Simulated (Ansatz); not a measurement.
An input for Ansatz 0.2.0 (CsI):

run.py

```python
import json

import ase.io
import numpy as np
from ase.calculators.calculator import CalculationFailed, Calculator
from ase.stress import full_3x3_to_voigt_6_stress
from ase.units import GPa
from ase.optimize import LBFGS
from ase.filters import FrechetCellFilter

import ansatz as az

class AnsatzCalculator(Calculator):
    implemented_properties = ["energy", "free_energy", "forces", "stress", "magmom"]

    def calculate(self, atoms, properties, system_changes):
        super().calculate(atoms, properties, system_changes)
        structure = atoms.copy()
        structure.set_constraint()
        structure.set_momenta(None)
        structure.set_masses(None)
        outcome = (
            az.Crystal.from_ase(structure)
            .calculation()
            .basis(xc_grid=2)
            .kpoint(5, 5, 5)
            .functional("lda")
            .pseudopotentials(kind="paw_fr")
            .spin("noncollinear", soc=True)
            .scf(tolerance=2e-10)
            .occupations(method="fixed")
            .forces()
            .stress()
            .run(threads=2)
        )
        if not outcome.report["converged"]:
            raise CalculationFailed("SCF not converged")
        report = outcome.report
        self.results = {
            "free_energy": report["lagrangian_ev"],
            "energy": report["lagrangian_ev"],
            "forces": np.array(report["forces_ev_ang"]),
            "stress": -GPa * full_3x3_to_voigt_6_stress(report["stress_gpa"]),
            "magmom": report["magnetization_mub"],
        }

np.set_printoptions(precision=5, suppress=True, linewidth=110)
atoms = ase.io.read("CsI.cif")
atoms.info.pop("occupancy", None)
atoms.calc = AnsatzCalculator()
LBFGS(FrechetCellFilter(atoms)).run(fmax=0.05, steps=30)
print(f"final energy {atoms.get_potential_energy():.6f} eV, volume {atoms.get_volume() / len(atoms):.4f} A^3/atom")
print("stress (GPa)", atoms.get_stress() / GPa)
print("cell (A)", atoms.cell[:], "scaled positions", atoms.get_scaled_positions(wrap=False), sep="\n")
```

CsI.cif

```cif
data_CsI
_cell_length_a 4.56670000
_cell_length_b 4.56670000
_cell_length_c 4.56670000
_cell_angle_alpha 90.00000000
_cell_angle_beta 90.00000000
_cell_angle_gamma 90.00000000
_space_group_name_H-M_alt 'Pm-3m'
_space_group_name_Hall '-P 4 2 3'
_space_group_IT_number 221
loop_
_space_group_symop_operation_xyz
'x,y,z'
'-x,-y,-z'
'-y,x,z'
'y,-x,-z'
'-x,-y,z'
'x,y,-z'
'y,-x,z'
'-y,x,-z'
'x,-y,-z'
'-x,y,z'
'-y,-x,-z'
'y,x,z'
'-x,y,-z'
'x,-y,z'
'y,x,-z'
'-y,-x,z'
'z,x,y'
'-z,-x,-y'
'z,-y,x'
'-z,y,-x'
'z,-x,-y'
'-z,x,y'
'z,y,-x'
'-z,-y,x'
'-z,x,-y'
'z,-x,y'
'-z,-y,-x'
'z,y,x'
'-z,-x,y'
'z,x,-y'
'-z,y,x'
'z,-y,-x'
'y,z,x'
'-y,-z,-x'
'x,z,-y'
'-x,-z,y'
'-y,z,-x'
'y,-z,x'
'-x,z,y'
'x,-z,-y'
'-y,-z,x'
'y,z,-x'
'-x,-z,-y'
'x,z,y'
'y,-z,-x'
'-y,z,x'
'x,-z,y'
'-x,z,-y'
loop_
_atom_site_label
_atom_site_type_symbol
_atom_site_symmetry_multiplicity
_atom_site_Wyckoff_symbol
_atom_site_fract_x
_atom_site_fract_y
_atom_site_fract_z
_atom_site_occupancy
Cs1 Cs 1 a 0.0000000000 0.0000000000 0.0000000000 1
I1 I 1 b 0.5000000000 0.5000000000 0.5000000000 1
```

Potentials or basis: Ansatz PAW.

Run with:

```sh
$ python run.py
```

Task: What does the program do with it?

Result: The run stopped without a result. It printed:

Output:

```text
Traceback (most recent call last):
  File "run.py", line 53, in <module>
  File "run.py", line 27, in calculate
AttributeError: 'Calculation' object has no attribute 'kpoint'. Did you mean: 'kpoints'?
```
